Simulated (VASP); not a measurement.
Crystal: AgCl.

```xyz
2
Lattice="0.0000 2.7230 2.7230 2.7230 0.0000 2.7230 2.7230 2.7230 0.0000" Properties=species:S:1:pos:R:3 pbc="T T T"
Ag    0.0000    0.0000    0.0000
Cl    2.7230    2.7230    2.7230
```

The cell is a database's computed one.

Base run:

```yaml
Program: VASP 6.6.1
Functional: r2SCAN
Potentials_or_basis: VASP PAW PBE potentials, release 64 (Ag, Cl)
Cutoff: 520 eV
k_mesh: 8 × 8 × 8
Occupations: gaussian, width 0.02 eV
Spin: no spin polarisation
```

Its results: band gap on the k mesh 1.43 eV, indirect (least direct gap 3.90 eV); pressure 3.1 GPa.

Question: The run is repeated on the same cell with these changes: functional from r2SCAN to PBEsol; cutoff from 520 eV to 700 eV. What comes out?

Answer: Band gap on the k mesh 0.72 eV, indirect (least direct gap 3.23 eV); pressure 0.0 GPa.

r2SCAN gives the wider gap, since meta-GGAs in the generalised Kohn-Sham scheme recover part of the derivative discontinuity.

Caveats: the PAW data sets were made with another functional, which shifts forces and pressure a little.

A k mesh can miss the band edges.

Not every run made on this cell is shown here.
